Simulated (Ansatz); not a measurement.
# SnO$_{2}$: strain energy, fitted

SnO$_{2}$, P4_2/mnm, a = 4.827 Å, c = 3.238 Å. Ansatz: PBE, PAW, 420 eV, Γ-centred 6×6×8 mesh on 6 atoms, Gaussian smearing 0.02 eV; no spin polarisation. Series: shear of c along a, cell held, atoms relaxed; x is the strain in per cent (engineering shear). y is the free energy over the unstrained cell, V0 = 12.576 Å³/atom. Symmetry makes y even in x.

```
x (%) y (meV/atom)
  0.0          0.00
  1.5          0.74
  3.0             ?
  4.5          6.71
  6.0         11.90
  9.0         26.62
```

Q: Fit y = c2 x² + c4 x⁴ to the other rows, turn c2 into a modulus, and predict the missing energy.

A: Least squares on the rows shown. y = 0.33213 x² − 4.3029×10⁻⁵ x⁴. In eV per unit strain² c2 is 3.321; this is the shear stiffness (E = ½ C V0 γ²): 2 × 3.321 × 160.2 / (12.576) = 85 GPa. At x = 3.0 the fit asked for gives 2.99 meV/atom. The run gave 2.99 meV/atom, the same to the digits shown.